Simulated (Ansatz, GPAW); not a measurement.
# Reading EPR parameters

A crystal has the composition MPO4, where M is a 3d element. A calculation (PBE+U, spin-orbit coupling in second variation, Ansatz) gives:

- S: 3/2
- g, averaged over the cell's ions: 1.9750, 1.9760, 1.9771
- D, with anisotropic exchange: -0.229 cm⁻¹ (-6.86 GHz)
- E: -0.067 cm⁻¹ (-2.01 GHz)
- moment in its sphere: 2.41 μB

Q: Name the magnetic ion and its oxidation state.

The crystal is CrPO4, space group Cmcm. The spin sits on Cr, with 6 O at 1.93 to 2.03 Å round it. With the usual charges of the other elements M must be +3. High-spin ions of that charge with S = 3/2 are d3 and d7, Cr and Ni; the sign of the g shift picks Cr³⁺ d³. Low-spin ions are left aside. The shift is negative: in a shell less than half full the orbital moment opposes the spin.

[Hosts, paths, dates, database ids (printed as entryN), source tags and the programs' standing remarks are cut or masked in the printed files.]
